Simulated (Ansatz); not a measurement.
Perturbing Si₃N₄

Base: a COD entry, whose atoms a relaxation with PBE at fixed cell left in place.

```
Si N
1.0
    -3.23735    3.23735    3.23735
     3.23735   -3.23735    3.23735
     3.23735    3.23735   -3.23735
Si N
6 8
Cartesian
  2.4280 3.2374 -1.6187
  -1.6187 2.4280 3.2374
  0.8093 3.2374 1.6187
  1.6187 0.8093 3.2373
  3.2374 -1.6187 2.4280
  3.2374 1.6187 0.8093
  1.8220 1.8220 1.8220
  0.2033 -0.2033 3.0340
  1.4154 4.6527 -1.4154
  3.0340 0.2033 -0.2033
  -1.4154 1.4154 4.6527
  0.2033 0.2033 0.2033
  4.6527 -1.4154 1.4154
  -0.2033 3.0340 0.2033
```

Sites (sets of like atoms) are named by element and the number of their first atom in this list.

Level of theory: DFT, PBE, plane waves and PAW, scalar-relativistic, 420 eV cutoff, Γ-centred 6×6×6 k-points, Fermi–Dirac smearing 0.02 eV (Ansatz 0.2.0).

Question: Variant: z stretched by 3 %, ions relaxed. What happens to the gradients (10²¹ V/m²)?

Answer: 

```tsv
site	atoms	V_zz base	η base	V_zz variant	η variant
Si1	1, 2, 3, 4	-0.10	0.00	0.092	0.78
Si5	5, 6	-0.10	0.00	-0.66	0.00
N	7, 8, 9, 10, 11, …	-5.77	0.00	-6.02	0.08
```

The largest change of V_zz is on Si5, from -0.10 to -0.66. In per cent, |V_zz| changes by +4 on N (all sites that start above 0.5). V_zz changes sign on Si1 (same axis). The number of symmetry-distinct sites goes from 2 to 3.

For the variant: At this changed cell the PBE pressure is -5 GPa.
